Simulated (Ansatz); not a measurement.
# WS$_{2}$ (P-3m1), a vibration from a frozen displacement

Theory: DFT PBEsol, scalar-relativistic, plane waves, PAW in Ansatz. Cutoff 420 eV, Γ-centred 12×12×2 k-points, Gaussian smearing of 0.05 eV. Spin–orbit coupling is left out, which matters for the heavy elements here. No spin polarisation. Energies are free energies at this smearing, counted from the undisturbed cell; pressure is positive in compression.

The undisturbed cell (relaxed at this level; this form isn't the usual structure):

```
W S
1.0
     3.14588    0.00000    0.00000
    -1.57294    2.72441    0.00000
     0.00000    0.00000   23.56746
W S
2 4
Direct
  0.33333 0.66667 0.63458
  0.66667 0.33333 0.36542
  0.33333 0.66667 0.29895
  0.66667 0.33333 0.56805
  0.33333 0.66667 0.43195
  0.66667 0.33333 0.70105
```

The cell holds layers and no dispersion correction was added, so their binding is poorly described.

Atom 1 (W) is moved by x along the Cartesian unit vector (-0.656, -0.378, -0.653); the cell and all other atoms stay fixed. The cell's volume is 201.99 Å³; the moved atoms weigh 183.840 u together and the others 312.080 u.

```csv
x (Å),ΔE (meV/cell),total force on the moved atoms along the move (eV/Å),pressure (GPa)
-0.1000,133.81,2.6730,0.2187
-0.0333,14.86,0.8924,0.0220
0.0000,0.00,-0.0003,-0.0024
0.0667,60.06,-1.8058,0.1005
0.1000,135.42,-2.7225,0.2297
```

Q: What frequency belongs to this motion?

A: The force constant is k = −dF/dx = 26.895 eV/Å², from the parabola through x = -0.0333, 0 and 0.0667. In every cell the moved atoms swing against the rest, so the mass is μ = m₁m₂/(m₁ + m₂) = 115.690 u, and ν̃ = 521.5 cm⁻¹ × √(|k|/μ) = 251 cm⁻¹. The pattern needn't be a normal mode: ν̃² is then a weighted mean of the squared nonzero frequencies at the zone centre of this cell, taken without macroscopic field, so it lies between the lowest and the highest of them.

Q: How far does the harmonic law reach?

A: At x = -0.100 Å, kx²/2 = 134.47 meV against the computed 133.81 meV (-0.5 %): the well is still close to harmonic there.

Cost: 5 runs of about 2.5 core-minutes in all, on Intel Xeon Platinum 8488C (Sapphire Rapids) (shared hosts).